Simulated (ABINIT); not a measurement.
# AlN (P6_3mc) in ABINIT: settings compared

Aim: see how the results for AlN move with the level of theory and the settings. Levels: rPW86PBE, SOGGA, WC. Tasks: band structure.

Everything below comes from runs of ABINIT 10.8.3 (patched build). Logs are shortened: lines on timing, memory, paths and dates and some standing lists are left out, and cuts for length are marked. The log counts tension as positive stress, the text compression.

**The experiment to reproduce.**

“Self-assembly of well-separated AlN nanowires directly on sputtered metallic TiN films”, 2019, arxiv:1910.07391 quotes, for a bulk crystal of AlN at 10 K: band gap 6.034 eV (an exciton energy, a little under the gap).

From “Structural and optical properties of self-assembled AlN nanowires grown on SiO2/Si substrates by molecular beam epitaxy”, 2024, arxiv:2402.00216, for a bulk crystal of AlN at 0 K: band gap 6.0343 eV (an exciton energy, a little under the gap).

How close the calculation comes is told below.

## Step 1: Starting point

It takes space group P6_3mc (No. 186, hexagonal). Conventional cell: a = 3.113 Å, b = 3.113 Å, c = 4.981 Å, α = 90.00°, β = 90.00°, γ = 120.00°. Around Al (site symmetry 3m) lie 4 N at 1.89 Å. Around N (site symmetry 3m) lie 4 Al at 1.89 Å.

## Step 2: Band structure, rPW86PBE

Contents of run.abi:

```
# Datasets: ground state, then fixed potential
ndtset 2

# Pseudopotentials
pp_dirpath "./"
pseudos "Al.GGA_PBE-JTH.xml, N.GGA_PBE-JTH.xml"

# Structure
acell 5.882717426 5.882717426 9.4127258268
rprim
     1.0000000000     0.0000000000     0.0000000000
    -0.5000000000     0.8660254038     0.0000000000
     0.0000000000     0.0000000000     1.0000000000
ntypat 2
znucl 13 7
natom 4
typat 1 1 2 2
xred
     0.6666666667     0.3333333333     0.5000000000
     0.3333333333     0.6666666667     0.0000000000
     0.6666666667     0.3333333333     0.8800000000
     0.3333333333     0.6666666667     0.3800000000

# Plane-wave basis
ecut 25.0
pawecutdg 47.0

# Exchange and correlation
ixc -144130

# Bands and occupations
occopt 3
tsmear 0.05 eV

# SCF cycle
nstep 100

# Output
iomode 3
prtwf 0
prteig 0
prtebands 0
prtden1 1
prtvha1 1
prtvclmb1 1
prtpot1 1

# Dataset 1
kptopt1 1
ngkpt1 10 10 6
nshiftk1 1
shiftk1 0.0 0.0 0.0
nband1 12
tolvrs1 1.0e-9

# Dataset 2: bands along G-M-K-G-A-L-H-A
iscf2 -2
getden2 1
nband2 16
nbdbuf2 2
tolwfr2 1.0e-12
kptopt2 -7
ndivsm2 5
prteig2 1
prtvol2 -3
kptbounds2
     0.0000000000     0.0000000000     0.0000000000
     0.5000000000     0.0000000000     0.0000000000
     0.3333333333     0.3333333333     0.0000000000
     0.0000000000     0.0000000000     0.0000000000
     0.0000000000     0.0000000000     0.5000000000
     0.5000000000     0.0000000000     0.5000000000
     0.3333333333     0.3333333333     0.5000000000
     0.0000000000     0.0000000000     0.5000000000
```

Potentials or basis: JTH PAW PBE v2.0.

On the command line:

```sh
$ abinit run.abi > log 2>&1
```

run.abo:

```text
.Version 10.8.3 of ABINIT
 DATASET    1 : space group P6_3 m c (#186); Bravais hP (primitive hexag.)
================================================================================
 Values of the parameters that define the memory need for DATASET  1.
     intxc =       0    ionmov =       0      iscf =      17    lmnmax =       8
     lnmax =       4     mgfft =      45  mpssoang =       2    mqgrid =    3001
     natom =       4  nloc_mem =       2    nspden =       1   nspinor =       1
    nsppol =       1      nsym =      12    n1xccc =       1    ntypat =       2
    occopt =       3   xclevel =       2
       mpw =        1719          nfft =       40500          nkpt =          56
 PAW method is used; the additional fine FFT grid is defined by:
   mgfftf=        60    nfftf =     96000
================================================================================
================================================================================

 DATASET    2 : space group P6_3 m c (#186); Bravais hP (primitive hexag.)
================================================================================
 Values of the parameters that define the memory need for DATASET  2.
     intxc =       0    ionmov =       0      iscf =      -2    lmnmax =       8
     lnmax =       4     mgfft =      45  mpssoang =       2    mqgrid =    3001
     natom =       4  nloc_mem =       2    nspden =       1   nspinor =       1
    nsppol =       1      nsym =      12    n1xccc =       1    ntypat =       2
    occopt =       3   xclevel =       2
       mpw =        1713          nfft =       40500          nkpt =          56
 PAW method is used; the additional fine FFT grid is defined by:
   mgfftf=        60    nfftf =     96000
================================================================================
================================================================================

--------------------------------------------------------------------------------
------------- Echo of variables that govern the present computation ------------
--------------------------------------------------------------------------------
 -outvars: echo values of preprocessed input variables --------
            acell      5.8827174260E+00  5.8827174260E+00  9.4127258268E+00 Bohr
              amu      2.69815390E+01  1.40067400E+01
             ecut      2.50000000E+01 Hartree
           getden1          0
           getden2          1
             iscf1         17
             iscf2         -2
              ixc     -144130
           jdtset        1    2
           kptopt1          1
           kptopt2         -7
[... 692 lines left out ...]
    1      1.55649999895463     0.89864569340626     2.49049999832074
    2     -0.00000000000000     1.79729138681251     0.00000000000000
    3      1.55649999895463     0.89864569340626     4.38327999704451
    4     -0.00000000000000     1.79729138681251     1.89277999872377
 length scales=  5.882717426000  5.882717426000  9.412725826800 bohr
              =  3.112999997909  3.112999997909  4.980999996641 angstroms
 Eigenvalues (hartree) for nkpt=  56  k points:
 kpt#   1, nband= 16, wtk=  1.00000, kpt=  0.0000  0.0000  0.0000 (reduced coord)
  -0.28677   -0.20885    0.05243    0.23839    0.23839    0.26238    0.26238    0.26883
   0.42983    0.51707    0.66453    0.68258    0.68258    0.75315    0.75460    0.75460
 kpt#   2, nband= 16, wtk=  1.00000, kpt=  0.0556  0.0000  0.0000 (reduced coord)
  -0.28533   -0.20802    0.05413    0.23158    0.23644    0.25534    0.26218    0.26826
   0.43694    0.52334    0.65867    0.67225    0.68674    0.74906    0.75560    0.75650
 kpt#   3, nband= 16, wtk=  1.00000, kpt=  0.1111  0.0000  0.0000 (reduced coord)
  -0.28108   -0.20566    0.05919    0.21301    0.23127    0.23797    0.26129    0.26625
   0.45453    0.53925    0.64138    0.65024    0.69874    0.73686    0.75152    0.75627
 kpt#   4, nband= 16, wtk=  1.00000, kpt=  0.1667  0.0000  0.0000 (reduced coord)
  -0.27417   -0.20204    0.06749    0.18720    0.21581    0.22421    0.25933    0.26254
   0.47599    0.55607    0.61409    0.63339    0.71588    0.72583    0.72920    0.74537
 kpt#   5, nband= 16, wtk=  1.00000, kpt=  0.2222  0.0000  0.0000 (reduced coord)
  -0.26493   -0.19769    0.07879    0.15878    0.19227    0.21651    0.25644    0.25674
   0.49541    0.55961    0.58477    0.63462    0.70890    0.71859    0.71877    0.75017
 kpt#   6, nband= 16, wtk=  1.00000, kpt=  0.2778  0.0000  0.0000 (reduced coord)
  -0.25386   -0.19336    0.09267    0.13125    0.16949    0.20911    0.24841    0.25307
[... 137 lines left out ...]
  -0.23778   -0.23778    0.13550    0.13550    0.21546    0.21546    0.23296    0.23296
   0.53134    0.53134    0.61391    0.61391    0.69651    0.69651    0.73522    0.73522
 kpt#  53, nband= 16, wtk=  1.00000, kpt=  0.0909  0.0909  0.5000 (reduced coord)
  -0.24477   -0.24477    0.14361    0.14361    0.22450    0.22450    0.24020    0.24020
   0.53074    0.53074    0.61622    0.61622    0.70222    0.70222    0.72037    0.72037
 kpt#  54, nband= 16, wtk=  1.00000, kpt=  0.0606  0.0606  0.5000 (reduced coord)
  -0.25006   -0.25006    0.14749    0.14749    0.23604    0.23604    0.24570    0.24570
   0.52325    0.52325    0.62844    0.62844    0.70290    0.70290    0.70679    0.70679
 kpt#  55, nband= 16, wtk=  1.00000, kpt=  0.0303  0.0303  0.5000 (reduced coord)
  -0.25335   -0.25335    0.14881    0.14881    0.24606    0.24606    0.24897    0.24897
   0.51459    0.51459    0.64456    0.64456    0.69741    0.69741    0.69857    0.69857
 kpt#  56, nband= 16, wtk=  1.00000, kpt=  0.0000  0.0000  0.5000 (reduced coord)
  -0.25446   -0.25446    0.14908    0.14908    0.25004    0.25004    0.25004    0.25004
   0.51089    0.51089    0.65322    0.65322    0.69433    0.69433    0.69433    0.69433

== END DATASET(S) ==============================================================
================================================================================

 -outvars: echo values of variables after computation  --------
            acell      5.8827174260E+00  5.8827174260E+00  9.4127258268E+00 Bohr
           etotal1    -2.4579048516E+01
            fcart1     2.2886066321E-29  9.2492935855E-29 -2.2556655537E-03
                      -6.8658198962E-29 -6.6066382754E-29 -2.2556655537E-03
                       2.2886066321E-29 -1.3213276551E-29  2.2556655537E-03
                       2.2886066321E-29 -1.3213276551E-29  2.2556655537E-03
            rprim      1.0000000000E+00  0.0000000000E+00  0.0000000000E+00
                      -5.0000000000E-01  8.6602540380E-01  0.0000000000E+00
                       0.0000000000E+00  0.0000000000E+00  1.0000000000E+00
           strten1    -1.9404044783E-04 -1.9404044782E-04 -2.6644329781E-04
                       0.0000000000E+00  0.0000000000E+00  0.0000000000E+00
           xangst      1.5564999990E+00  8.9864569341E-01  2.4904999983E+00
                      -2.5325496290E-17  1.7972913868E+00  0.0000000000E+00
                       1.5564999990E+00  8.9864569341E-01  4.3832799970E+00
                      -2.5325496290E-17  1.7972913868E+00  1.8927799987E+00
             xred      6.6666666667E-01  3.3333333333E-01  5.0000000000E-01
                       3.3333333333E-01  6.6666666667E-01  0.0000000000E+00
                       6.6666666667E-01  3.3333333333E-01  8.8000000000E-01
                       3.3333333333E-01  6.6666666667E-01  3.8000000000E-01
 Calculation completed.
```

Wall time 73 s (1 thread of Arm Neoverse V1, shared host); peak memory 0.14 GiB.

What came out:

```
Free energy                                           : -668.8300 eV
Largest force                                         : 0.116 eV/Å
Band gap on the k mesh                                : 4.38 eV, direct
Valence electrons inside the program's atomic spheres : Al 0.91; N 2.65
```

Forces on the atoms (eV/Å):
```
Al   0.000  0.000 -0.116
Al   0.000  0.000 -0.116
N    0.000  0.000  0.116
N    0.000  0.000  0.116
```

Levels at the corners of the path, in eV from the valence-band top:
| point | band 4 | band 5 | band 6 | band 7 | band 8 | band 9 | band 10 | band 11 | band 12 | band 13 |
| --- | --- | --- | --- | --- | --- | --- | --- | --- | --- | --- |
| Γ | -0.83 | -0.83 | -0.18 | -0.18 | 0.00 | 4.38 | 6.75 | 10.77 | 11.26 | 11.26 |
| M | -4.10 | -3.29 | -2.04 | -1.73 | -0.66 | 6.01 | 6.04 | 8.30 | 10.46 | 11.06 |
| K | -3.74 | -3.74 | -2.38 | -2.34 | -2.34 | 5.33 | 8.56 | 9.86 | 9.86 | 11.55 |
| Γ | -0.83 | -0.83 | -0.18 | -0.18 | 0.00 | 4.38 | 6.75 | 10.77 | 11.26 | 11.26 |
| A | -3.26 | -0.51 | -0.51 | -0.51 | -0.51 | 6.59 | 6.59 | 10.46 | 10.46 | 11.58 |
| L | -5.51 | -1.42 | -1.42 | -1.33 | -1.33 | 5.53 | 5.53 | 9.42 | 9.42 | 11.90 |
| H | -4.78 | -3.75 | -3.75 | -0.79 | -0.79 | 7.65 | 7.65 | 8.03 | 8.03 | 11.91 |
| A | -3.26 | -0.51 | -0.51 | -0.51 | -0.51 | 6.59 | 6.59 | 10.46 | 10.46 | 11.58 |

Caveat: the PAW data sets were made with another functional, which shifts forces and pressure a little.

## Step 3: Band structure, SOGGA

Changes to run.abi since step 2:

```diff
@@ -8,7 +8,7 @@
 # Structure
-acell 5.882717426 5.882717426 9.4127258268
+acell 3*1.0
 rprim
-     1.0000000000     0.0000000000     0.0000000000
-    -0.5000000000     0.8660254038     0.0000000000
-     0.0000000000     0.0000000000     1.0000000000
+     5.8827174260     0.0000000000     0.0000000000
+    -2.9413587130     5.0945827342     0.0000000000
+     0.0000000000     0.0000000000     9.4127258268
 ntypat 2
@@ -28,3 +28,3 @@
 # Exchange and correlation
-ixc -144130
+ixc -150130
 
@@ -42,2 +42,3 @@
 prtebands 0
+enunit 2
 prtden1 1
@@ -62,3 +63,3 @@
 kptopt2 -7
-ndivsm2 5
+ndivsm2 8
 prteig2 1
```

Potentials or basis: JTH PAW PBE v2.0.

On the command line:

```sh
$ abinit run.abi > log 2>&1
```

run.abo:

```text
.Version 10.8.3 of ABINIT
 DATASET    1 : space group P6_3 m c (#186); Bravais hP (primitive hexag.)
================================================================================
 Values of the parameters that define the memory need for DATASET  1.
     intxc =       0    ionmov =       0      iscf =      17    lmnmax =       8
     lnmax =       4     mgfft =      45  mpssoang =       2    mqgrid =    3001
     natom =       4  nloc_mem =       2    nspden =       1   nspinor =       1
    nsppol =       1      nsym =      12    n1xccc =       1    ntypat =       2
    occopt =       3   xclevel =       2
       mpw =        1719          nfft =       40500          nkpt =          56
 PAW method is used; the additional fine FFT grid is defined by:
   mgfftf=        60    nfftf =     96000
================================================================================
================================================================================
[... 1496 lines left out ...]
================================================================================

 -outvars: echo values of variables after computation  --------
            acell      1.0000000000E+00  1.0000000000E+00  1.0000000000E+00 Bohr
           etotal1    -2.4349498671E+01
            fcart1    -3.2183530764E-30 -3.7781712638E-29 -2.6948278576E-03
                       1.0727843588E-30 -6.6685755093E-29 -2.6948278576E-03
                      -4.4699348283E-29  7.8660286968E-29  2.6948278576E-03
                       4.6844917000E-29  2.5807180764E-29  2.6948278576E-03
            rprim      5.8827174260E+00  0.0000000000E+00  0.0000000000E+00
                      -2.9413587130E+00  5.0945827342E+00  0.0000000000E+00
                       0.0000000000E+00  0.0000000000E+00  9.4127258268E+00
           strten1    -1.2445421857E-05 -1.2445421857E-05 -5.7918967901E-05
                       0.0000000000E+00  0.0000000000E+00  0.0000000000E+00
           xangst      1.5564999990E+00  8.9864569339E-01  2.4904999983E+00
                      -1.1544683054E-17  1.7972913868E+00  0.0000000000E+00
                       1.5564999990E+00  8.9864569339E-01  4.3832799970E+00
                      -1.1544683054E-17  1.7972913868E+00  1.8927799987E+00
             xred      6.6666666667E-01  3.3333333333E-01  5.0000000000E-01
                       3.3333333333E-01  6.6666666667E-01  0.0000000000E+00
                       6.6666666667E-01  3.3333333333E-01  8.8000000000E-01
                       3.3333333333E-01  6.6666666667E-01  3.8000000000E-01
 Calculation completed.
```

Wall time 88 s (1 thread of Arm Neoverse V1, shared host); peak memory 0.15 GiB.

Results:

```
Free energy                                           : -662.5836 eV
Largest force                                         : 0.139 eV/Å
Band gap on the k mesh                                : 4.02 eV, direct
Valence electrons inside the program's atomic spheres : Al 0.90; N 2.61
```

Forces on the atoms (eV/Å):
```
Al   0.000  0.000 -0.139
Al   0.000  0.000 -0.139
N    0.000  0.000  0.139
N    0.000  0.000  0.139
```

Levels at the corners of the path, in eV from the valence-band top:
| point | band 5 | band 6 | band 7 | band 8 | band 9 | band 10 | band 11 | band 12 |
| --- | --- | --- | --- | --- | --- | --- | --- | --- |
| Γ | -0.84 | -0.18 | -0.18 | 0.00 | 4.02 | 6.47 | 10.40 | 10.98 |
| M | -3.40 | -2.10 | -1.83 | -0.67 | 5.57 | 5.57 | 8.01 | 10.11 |
| K | -3.82 | -2.47 | -2.43 | -2.43 | 4.75 | 8.16 | 9.50 | 9.50 |
| Γ | -0.84 | -0.18 | -0.18 | 0.00 | 4.02 | 6.47 | 10.40 | 10.98 |
| A | -0.52 | -0.52 | -0.52 | -0.52 | 6.28 | 6.28 | 10.13 | 10.13 |
| L | -1.46 | -1.46 | -1.38 | -1.38 | 5.07 | 5.07 | 9.08 | 9.08 |
| H | -3.94 | -3.94 | -0.79 | -0.79 | 7.19 | 7.19 | 7.65 | 7.65 |
| A | -0.52 | -0.52 | -0.52 | -0.52 | 6.28 | 6.28 | 10.13 | 10.13 |

Caveat: the PAW data sets were made with another functional, which shifts forces and pressure a little.

## Step 4: Band structure, WC

Contents of run.abi:

```
ndtset 2

pp_dirpath "./"
pseudos "Al.GGA_PBE-JTH.xml, N.GGA_PBE-JTH.xml"

acell 3*1.0
rprim
     5.8827174260     0.0000000000     0.0000000000
    -2.9413587130     5.0945827342     0.0000000000
     0.0000000000     0.0000000000     9.4127258268
ntypat 2
znucl 13 7
natom 4
typat 1 1 2 2
xcart
     1.5565000002     0.8986456939     2.4905000000
    -0.0000000002     1.7972913881     0.0000000000
     1.5565000002     0.8986456939     4.3832800000
    -0.0000000002     1.7972913881     1.8927800000 Angstrom

ecut 25.0
pawecutdg 47.0

ixc 23

occopt 3
tsmear 0.05 eV

nstep 100

iomode 3
prtwf 0
prteig 0
prtebands 0
prtden1 1

kptopt1 1
ngkpt1 10 10 6
nshiftk1 1
shiftk1 0.0 0.0 0.0
nband1 12
tolvrs1 1.0e-9

iscf2 -2
getden2 1
nband2 16
nbdbuf2 2
tolwfr2 1.0e-12
kptopt2 -7
ndivsm2 6
prteig2 1
kptbounds2
     0.0000000000     0.0000000000     0.0000000000
     0.5000000000     0.0000000000     0.0000000000
     0.3333333333     0.3333333333     0.0000000000
     0.0000000000     0.0000000000     0.0000000000
     0.0000000000     0.0000000000     0.5000000000
     0.5000000000     0.0000000000     0.5000000000
     0.3333333333     0.3333333333     0.5000000000
     0.0000000000     0.0000000000     0.5000000000
```

On the command line:

```sh
$ abinit run.abi > log 2>&1
```

Run time: 65 s. Hardware: 1 thread of Arm Neoverse V1, shared host; peak memory 0.13 GiB.

Results (log left out):

| Quantity | Value |
| --- | --- |
| Free energy | -664.9855 eV |
| Largest force | 0.129 eV/Å |
| Band gap on the k mesh | 4.12 eV, direct |
| Valence electrons inside the program's atomic spheres | Al 0.90; N 2.62 |

Forces on the atoms (eV/Å):
```
Al   0.000  0.000 -0.129
Al   0.000  0.000 -0.129
N    0.000  0.000  0.129
N    0.000  0.000  0.129
```

Levels at the corners of the path, in eV from the valence-band top:
| point | band 5 | band 6 | band 7 | band 8 | band 9 | band 10 | band 11 | band 12 |
| --- | --- | --- | --- | --- | --- | --- | --- | --- |
| Γ | -0.84 | -0.18 | -0.18 | 0.00 | 4.12 | 6.55 | 10.49 | 11.05 |
| M | -3.37 | -2.09 | -1.80 | -0.67 | 5.69 | 5.70 | 8.09 | 10.20 |
| K | -3.79 | -2.45 | -2.40 | -2.40 | 4.91 | 8.26 | 9.60 | 9.60 |
| Γ | -0.84 | -0.18 | -0.18 | 0.00 | 4.12 | 6.55 | 10.49 | 11.05 |
| A | -0.52 | -0.52 | -0.52 | -0.52 | 6.36 | 6.36 | 10.21 | 10.21 |
| L | -1.45 | -1.45 | -1.37 | -1.37 | 5.19 | 5.19 | 9.17 | 9.17 |
| H | -3.89 | -3.89 | -0.79 | -0.79 | 7.31 | 7.31 | 7.75 | 7.75 |
| A | -0.52 | -0.52 | -0.52 | -0.52 | 6.36 | 6.36 | 10.21 | 10.21 |

Caveat: the PAW data sets were made with another functional, which shifts forces and pressure a little.

## Step 5: The runs side by side

```tsv
level	gap on the mesh (eV)	largest force (eV/Å)
rPW86PBE	4.38	0.12
SOGGA	4.02	0.14
WC	4.12	0.13
```

Alike in all rows: task band structure; potentials or basis JTH PAW PBE v2.0; no spin polarisation; cell as given; k mesh 10 × 10 × 6; cutoff (eV) 680; smearing fermi-dirac 0.05 eV.

On the cell as given the gap runs from 4.02 eV (SOGGA) to 4.38 eV (rPW86PBE).

Caveats: the PAW data sets were made with another functional, which shifts forces and pressure a little.

Absolute energies hang on the potentials; compare differences alone.

## Step 6: How close it comes

Step 2. Against the measured gap of AlN, 6.034 eV (an exciton energy, a little under the gap; 10 K; quoted in “Self-assembly of well-separated AlN nanowires directly on sputtered metallic TiN films”, 2019, arxiv:1910.07391), the calculated 4.38 eV is off by -1.65 eV. 2 values of this kind are on record (6.034 to 6.0343 eV); this one was drawn at random. The value is that of rPW86PBE on a finite k mesh, which can miss the band edges, without temperature or zero-point motion.

Step 3. Against the measured gap of AlN, 6.0343 eV (an exciton energy, a little under the gap; 0 K; quoted in “Structural and optical properties of self-assembled AlN nanowires grown on SiO2/Si substrates by molecular beam epitaxy”, 2024, arxiv:2402.00216), the calculated 4.02 eV is off by -2.02 eV. 2 values of this kind are on record (6.034 to 6.0343 eV); this one was drawn at random. The value is that of SOGGA, without temperature or zero-point motion.

Step 4. Measured gap of AlN: 6.0343 eV (an exciton energy, a little under the gap; 0 K; quoted in “Structural and optical properties of self-assembled AlN nanowires grown on SiO2/Si substrates by molecular beam epitaxy”, 2024, arxiv:2402.00216). This calculation gives 4.12 eV (-1.91 eV). 2 values of this kind are on record (6.034 to 6.0343 eV); this one was drawn at random. The value is that of WC on a finite k mesh, which can miss the band edges, without temperature or zero-point motion. Semilocal functionals fall short of measured gaps as a rule.
